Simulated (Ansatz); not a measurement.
**Formation energy and levels of the antisite Mg_Cd in MgCdC2O6 (R-3)**

Wanted: the transition levels of a antisite in MgCdC2O6 (R-3), from a cell of 80 host atoms with 1 Cd taken out and 1 Mg put in.

Method: place-levels on PBEsol runs: charge-transition levels and formation energies with image-charge correction and potential alignment at the atomic sites, in Ansatz 0.2.0.

## (1) Set-up

The cell holds 80 atoms: 9 Mg, 7 Cd, 16 C and 48 O. Its edges and angles: a = 11.723 Å, b = 11.723 Å, c = 11.723 Å, α = 48.3°, β = 48.3°, γ = 48.3°. It derives from MgCdC2O6 (space group R-3). Nearest the centre at fractional (0.500, 0.500, 0.500): Mg72 at 0.00 Å, O40 at 2.31 Å, O59 at 2.31 Å, O26 at 2.31 Å, O47 at 2.31 Å, O15 at 2.31 Å, O68 at 2.31 Å, C44 at 3.09 Å.

Known beforehand: the electronic dielectric constant, (3.41, 3.41, 2.62), and the static one, (8.69, 8.69, 7.25), computed on the host (DFPT, PBEsol).

The cell's shortest repeat is 9.6 Å.

## (2) The runs of each charge state

Levels follow from differences of total energies between charge states, each relaxed by itself.

Each atom starts 0.05 Å or so off its site in a random direction: a symmetric start keeps its symmetry, and would miss off-centre moves and Jahn–Teller distortions. Forces are taken at one point at (¼, ¼, ¼). The cell holds 1 electron more than the neutral one, with a uniform background that keeps it neutral on the whole. The electron count is odd, so at least one spin is unpaired; this run locks the moment at 1 μB.

The sampling was tested on the host first: at the k-points planned (1x1x1 shifted 0.25 0.25 0.25) its energy lies 0.008 eV an atom from the dense-mesh value, under the bound of 0.02 eV set for this test; that bounds the host's error, not the defect's.

One state's input; the others differ in charge, spin, start and seed, and in occupations where the table says so.

qm1_M1.relax/input.yaml

```yaml
crystal:
  lattice:
    - [4.79420872, 2.76793773, 10.33358203]
    - [-4.79420872, 2.76793773, 10.33358203]
    - [0.0, -5.53587536, 10.33358206]
  atoms:
    - { symbol: Mg, position: [0.25, 0.25, 0.25] }
    - { symbol: Cd, position: [0.0, 0.0, 0.0] }
[... 11 atom lines left out ...]
    - { symbol: C, position: [0.37742276, 0.37742276, 0.87742276] }
    - { symbol: O, position: [0.24990548, 0.48207437, 0.63630137] }
    - { symbol: O, position: [0.48207437, 0.13630137, 0.74990548] }
[... 4 atom lines left out ...]
    - { symbol: Mg, position: [0.25, 0.75, 0.25] }
[... 2 atom lines left out ...]
    - { symbol: C, position: [0.37742276, 0.87742276, 0.37742276] }
[... 1 atom line left out ...]
    - { symbol: O, position: [0.48207437, 0.63630137, 0.24990548] }
    - { symbol: O, position: [0.13630137, 0.74990548, 0.48207437] }
[... 5 atom lines left out ...]
    - { symbol: C, position: [0.12257724, 0.62257724, 0.62257724] }
[... 4 atom lines left out ...]
    - { symbol: O, position: [0.25009452, 0.51792563, 0.86369863] }
[... 1 atom line left out ...]
    - { symbol: O, position: [0.36369863, 0.75009452, 0.51792563] }
[... 3 atom lines left out ...]
    - { symbol: C, position: [0.87742276, 0.37742276, 0.37742276] }
    - { symbol: O, position: [0.74990548, 0.48207437, 0.13630137] }
[... 1 atom line left out ...]
    - { symbol: O, position: [0.63630137, 0.24990548, 0.48207437] }
[... 5 atom lines left out ...]
    - { symbol: C, position: [0.62257724, 0.12257724, 0.62257724] }
[... 5 atom lines left out ...]
    - { symbol: O, position: [0.51792563, 0.36369863, 0.75009452] }
    - { symbol: O, position: [0.86369863, 0.25009452, 0.51792563] }
[... 2 atom lines left out ...]
    - { symbol: C, position: [0.62257724, 0.62257724, 0.12257724] }
[... 4 atom lines left out ...]
    - { symbol: O, position: [0.75009452, 0.51792563, 0.36369863] }
    - { symbol: O, position: [0.51792563, 0.86369863, 0.25009452] }
[... 2 atom lines left out ...]
    - { symbol: Mg, position: [0.5, 0.5, 0.5] }
[... 7 atom lines left out ...]
    - { symbol: O, position: [0.86369863, 0.75009452, 0.51792563] }
  host:
    repeats: [2, 2, 2]
    atoms:
      - { symbol: Mg, position: [0.5, 0.5, 0.5] }
      - { symbol: Cd, position: [0.0, 0.0, 0.0] }
      # ... 8 more atoms of the perfect host
total_charge: -1
basis:
  ecutwfc: 420
  xc_grid: 2
hamiltonian:
  xc: pbesol
kpoints:
  mp_grid: { grid: [1, 1, 1], shift: [0.25, 0.25, 0.25] }
magnetization:
  spin_polarized: true
  initial_magnetization: 1
  spin_locking: { lock_magnetization: hard }
scf:
  occupations: { method: fixed }
  max_iter: 60
output:
  forces: true
  charged_corrections:
    epsilon: [3.41, 3.41, 2.62]
    static_epsilon: [8.69, 8.69, 7.25]
    defect_position: [0.5, 0.5, 0.5]
relax:
  f_tol: 0.02
  max_steps: 80
  random_displacement: { amplitude: 0.05, seed: 526 }
checkpoint:
  write: "../qm1_M1.relax.run"
  compress: false
  write_wavefunctions: true
  write_every: 100000
```

Run with:

```bash
ansatz run input.yaml --threads 4 --pin off --max-ram 7536MiB --backend cpu --events-out ev --progress --plain --runs-dir out
```

The relaxed structure is kept and the sampling changed to a 2×2×2 shifted mesh.

The run of this state that the levels use, under PBEsol:

qm1_M1.point/input.yaml

```yaml
crystal:
  checkpoint: "../qm1_M1.relax.run"
  host: checkpoint
total_charge: -1
basis:
  ecutwfc: 420
  xc_grid: 2
hamiltonian:
  xc: pbesol
kpoints:
  mp_grid: { grid: [2, 2, 2], shift: [0.5, 0.5, 0.5] }
magnetization:
  spin_polarized: true
  initial_magnetization: 1
  spin_locking: { lock_magnetization: hard }
scf:
  occupations: { method: fermi_dirac, width: 0.01 }
  max_iter: 60
output:
  forces: true
  eigenvalues: true
  charged_corrections:
    epsilon: [3.41, 3.41, 2.62]
    static_epsilon: [8.69, 8.69, 7.25]
    defect_position: [0.5, 0.5, 0.5]
  eigenstates: { localisation: true }
  populations: true
  efg: {}
  band_densities: [{ bands: [v1, v1] }, { bands: [c1, c1] }]
  write_density: true
  write_potential: true
  volumetric_format: npy
  elf: true
checkpoint:
  read: "../qm1_M1.relax.run"
  write: "../qm1_M1.point.run"
  compress: false
  write_wavefunctions: false
  write_every: 100000
```

Relaxations under PBEsol at one point at (¼, ¼, ¼); times on 4 threads of Intel Xeon 6975P-C (Granite Rapids), shared host:

| charge | moment (μB) | occupations | outcome | steps | largest displacement against the far atoms (Å) | time |
| --- | --- | --- | --- | --- | --- | --- |
| −1 | 1 | fixed | converged | 6 | 0.15 | 2.3 min |
| 0 | 0 | fixed | converged | 5 | 0.14 | 54 s |
| +1 | 1 | fixed | not converged | 3 | - | 4.3 min |
| +1 | 1 | fermi-dirac | converged | 5 | 0.13 | 3.7 min |

Single points under PBEsol at a 2×2×2 shifted mesh; times on 4 threads of Intel Xeon 6975P-C (Granite Rapids), shared host:

| charge | moment (μB) | occupations | outcome | time |
| --- | --- | --- | --- | --- |
| −1 | 1 | fermi-dirac | converged | 2.7 min |
| 0 | 0 | fermi-dirac | converged | 79 s |
| +1 | 1 | fermi-dirac | converged | 2.9 min |

Distances (Å) from Mg72 to the nearest atoms after relaxation with PBEsol:

```csv
charge,moment (μB),1.,2.,3.,4.,5.,6.
−1,1,O 2.17,O 2.17,O 2.17,O 2.17,O 2.17,O 2.17
0,0,O 2.18,O 2.18,O 2.18,O 2.18,O 2.18,O 2.18
+1,1,O 2.18,O 2.18,O 2.18,O 2.18,O 2.18,O 2.18
```

## (3) Levels against the band edges, PBEsol

A charged cell interacts with its images and the background, and its potential has another zero than the host's. place-levels removes the first by a point-charge model, screened by the static dielectric constant since the ions have relaxed around the charge, and the second by comparing potentials at atoms far from the defect.

The host is a run of the defect-free crystal in the same cutoffs, grids and k-points, so that basis and sampling errors cancel in part in the differences. The host is run in a cell of 10 atoms on a matching mesh. Its band edges are searched through the zone by a band path, so the gap is smaller than, or equal to, that on the mesh. Chemical potentials are energies per atom of Cd (hcp) and Mg (hcp), run with the same functional and cutoff.

levels.point.yaml

```yaml
host:
  run: host.point.run
states: [qm1_M1.point.run, q0.point.run, qp1_M1.point.run]
geometry_from:
  qm1_M1.point.run: qm1_M1.relax.run
  q0.point.run: q0.relax.run
  qp1_M1.point.run: qp1_M1.relax_smeared.run
  host.point.run: host.relax.run
chemical_potentials:
  Cd:
    energy: -8184.064805
    dataset: <sha256 of the dataset>
  Mg:
    energy: -1912.053531
    dataset: "<sha256 of the dataset>"
epsilon: [3.41, 3.41, 2.62]
static_epsilon: [8.69, 8.69, 7.25]
vertical:
  - { from: qm1_M1.point.run, to: qm1_M1.point_neutral.run }
  - { from: qp1_M1.point.run, to: qp1_M1.point_neutral.run }
```

Run with:

```bash
ansatz place-levels levels.point.yaml -- --threads 4 --pin off --max-ram 7536MiB
```

Numbers of over 12 decimals in the logs are rounded to 6 here.

The program printed:

```text
[... repeated set-up lines and file paths are left out, and long positions are rounded to six places ...]
(+1/0) 0.000 eV above the valence edge (-0.113 eV without the band-filling correction), 3.731 eV under the conduction edge
(0/-1) 3.899 eV above the valence edge (+4.217 eV without the band-filling correction), in the conduction band
formation energy of charge +1: -3.211 eV with the Fermi level at the valence edge
formation energy of charge 0: -3.211 eV with the Fermi level at the valence edge
formation energy of charge -1: +0.688 eV with the Fermi level at the valence edge
vertical -1 to 0: no energy, since no alignment is typed
  the change from vertical[0].from (qm1_M1.point.run) to vertical[0].to (qm1_M1.point_neutral.run): by its potential at epsilon [3.41, 3.41, 2.62] it is spread over the cell along a vector, with an rms radius of about 6.7 Å (3.9 3.9 3.9 Å across the planes of [...]
vertical +1 to 0: no energy, since no alignment is typed
  the change from vertical[1].from (qp1_M1.point.run) to vertical[1].to (qp1_M1.point_neutral.run): by its potential at epsilon [3.41, 3.41, 2.62] it stands at 0.001 0.999 0.000, with an rms radius of about 4.5 Å (2.6 2.6 2.6 Å across the planes of the cell's [...]
  edges by pbesol, gap 3.731 eV; the host is sampled to repeats of 19.18 Å
  the defect's cells are sampled to repeats of 19.18 Å, like sampling
  charge +1: -105392.7591 eV with its correction of -0.138 eV, at epsilon [8.69, 8.69, 7.25], aligned at sites: -0.4015 eV, mean over 35 atomic sites at or beyond 4.79 Å from the defect at [0.5000, 0.5000, 0.5000], with +0.000000 for the charge's moments and [...]
  states[2] (qp1_M1.point.run): levels filled in part (TS 0.008 eV): its energy is of no whole electron's
  charge 0: +0.000 eV for its dipole among its images, +0.000 omitted
  charge -1: -105375.7814 eV with its correction of +0.361 eV, at epsilon [8.69, 8.69, 7.25], aligned at sites: -0.0977 eV, mean over 35 atomic sites at or beyond 4.79 Å from the defect at [0.5000, 0.5000, 0.5000], with +0.000000 for the charge's moments and [...]
  states[0] (qm1_M1.point.run): levels filled in part (TS 0.009 eV): its energy is of no whole electron's
  of states[2] (qp1_M1.point.run): it parts from the run at its places by a charge that spreads by about 2.6 Å along one vector (1.4 Å or more is wide), by its potential at epsilon [3.41, 3.41, 2.62], taken for that of held ions (one typed too small widens [...]
  of states[0] (qm1_M1.point.run): it parts from the run at its places by a charge that spreads by about 3.9 Å along one vector (1.4 Å or more is wide), by its potential at epsilon [3.41, 3.41, 2.62], taken for that of held ions (one typed too small widens [...]
  vertical[0].from (qm1_M1.point.run): levels filled in part (TS 0.009 eV): its energy is of no whole electron's
  of vertical[0].from (qm1_M1.point.run): its displacements don't fall off away from the defect: farther atoms stand 0.072 Å off the host's places. [...]
  of vertical[0].to (qm1_M1.point_neutral.run): its displacements don't fall off away from the defect: farther atoms stand 0.072 Å off the host's places. [...]
  vertical[1].from (qp1_M1.point.run): levels filled in part (TS 0.008 eV): its energy is of no whole electron's
  of vertical[1].from (qp1_M1.point.run): it parts from the run at its places by a charge that spreads by about 2.6 Å along one vector (1.4 Å or more is wide), by its potential at epsilon [3.41, 3.41, 2.62], taken for that of held ions (one typed too small [...]
```

Elapsed: 0.3 s, on 4 threads of Intel Xeon 6975P-C (Granite Rapids), shared host.

Levels between the charges placed, in eV above the valence top:

|  | gap (eV) | (+1/0) | (0/−1) |
| --- | --- | --- | --- |
| PBEsol | 3.73 | 0.00 | 3.90 |

Corrections by state:

| charge | moment (μB) | image terms and alignment (eV) | band filling (eV) | ε used | over the lowest of its charge, as the program ranks them, band filling apart (eV) |
| --- | --- | --- | --- | --- | --- |
| +1 | 1.0 | -0.138 | -0.113 | principal values (7.25, 8.69, 8.69) | 0.000 |
| 0 | 0.0 | 0.000 | - | - | 0.000 |
| −1 | 1.0 | 0.361 | -0.318 | principal values (7.25, 8.69, 8.69) | 0.000 |

The charged structures listed were also run neutral, and place-levels reads from each pair, by the potential or the spins, how wide the charge is by which they differ; that can be the carrier of either run.

| charge | rms radius (Å) | spread where it is widest against the cell (Å) | wide from (Å) | reading |
| --- | --- | --- | --- | --- |
| +1 | 4.5 | 2.59 | 1.39 | wide |
| −1 | 6.7 | 3.87 | 1.39 | wide |

The neutral runs of these pairs need not share the spin of the lowest neutral state, and very wide values only mean spread over the cell.

From the program's caveats on the states, each cut to its opening words:

- charge +1 (1 μB): it parts from the run at its places by a charge that spreads by about 2.6 Å along one vector (1.4 Å or more is wide), by its potential at epsilon [3.41, 3.41, [...]
- charge +1 (1 μB): a band-filling correction moves a carrier to the host's band edge, which changes its energy by -0.113 eV
- charge +1 (1 μB): its alignment with the host at atomic sites is doubtful: the mean over the far sites moves by +0.0545 eV from their farther parts to their nearer, more than [...]
- charge −1 (1 μB): it parts from the run at its places by a charge that spreads by about 3.9 Å along one vector (1.4 Å or more is wide), by its potential at epsilon [3.41, 3.41, [...]
- charge −1 (1 μB): a band-filling correction moves a carrier to the host's band edge, which changes its energy by -0.318 eV
- charge −1 (1 μB): its alignment with the host at atomic sites is doubtful: the mean over the far sites moves by -0.0501 eV from their farther parts to their nearer, more than [...]
- charge −1 (1 μB): the host's ions (past the first shell or, of a walk that freed a part, those that it held) aren't shown at rest: they stand up to 0.079 Å off their sites, 3.69 [...]
- charge −1 (1 μB): its displacements don't fall off away from the defect: farther atoms stand 0.072 Å off the host's places
- charge −1 (1 μB): its moments are held at its close (magnetization.spin_locking), by a field of 0.298 eV a Bohr magneton, and its energy and levels are of the state that this [...]

Formation energies (eV), elemental references (Δμ(Cd) = 0.00 eV, Δμ(Mg) = 0.00 eV):

| charge | Fermi level at the valence top | at the conduction bottom |
| --- | --- | --- |
| +1 | -3.21 | 0.52 |
| 0 | -3.21 | -3.21 |
| −1 | 0.69 | -3.04 |

## (4) Summary of results

- gap of the host: 3.73 eV (PBEsol)
- level (plus 1/0): 0.00 eV above the valence top (-0.11 eV above the valence top without the band-filling term)
- level (0/minus 1): 3.90 eV above the valence top, past the conduction bottom (4.22 eV above the valence top without the band-filling term)
- lowest of the charges placed, just above the valence top (0.02 eV): 0
- lowest of the charges placed, just below the conduction bottom (0.02 eV): 0
- lowest formation energy at mid-gap of the charges run, elemental references: -3.21 eV

**Reading.** Of the charges placed (−1, 0 and +1), 0 is the lowest from 0.02 eV above the valence top to 0.02 eV below the conduction bottom, a gap of 3.73 eV. States placed: +1 at 1 μB; 0 at 0 μB; −1 at 1 μB. Other spin states or structures, where not listed, weren't placed. The program finds carriers beyond a band edge of the host and adds a band-filling term at charge −1 (-0.32 eV) and +1 (-0.11 eV); steps to such a charge show no bound level, and a defect level inside a band would be read the same way. The lowest formation energy (elemental references) is negative across the gap, so the defect would form by itself: these chemical potentials lie beyond what competing compounds allow, or the host is unstable against it. The program doubts the alignment of potentials for at least one state, a sign that the cell is small. Keep in mind: PBEsol makes the gap too small and tends to spread out bound carriers; where a gas molecule sets a chemical potential or the host's formation energy, its binding is uncorrected; spin–orbit coupling, which can matter with heavy atoms, is left out; force components of up to 0.20 eV/Å remain in a run at the final settings.

[Logs are printed without paths, hosts, clocks, repeated set-up lines and the standing remarks that a program may print on its own settings, such as how far it seeks lower states.]

[Hosts, paths, dates, database ids (printed as entryN), source tags and the programs' standing remarks are cut or masked in the printed files.]

[Where a table of states has a column of steps, it counts the stored structures, which are thinned; the runs took as many ionic steps or more.]

[A defect's name tells the site on which it was built; relaxed atoms can leave that site.]

[For some hosts the program warned that the k-mesh of the response run may be too coarse for force constants and the static dielectric constant; such warnings are not shown here.]
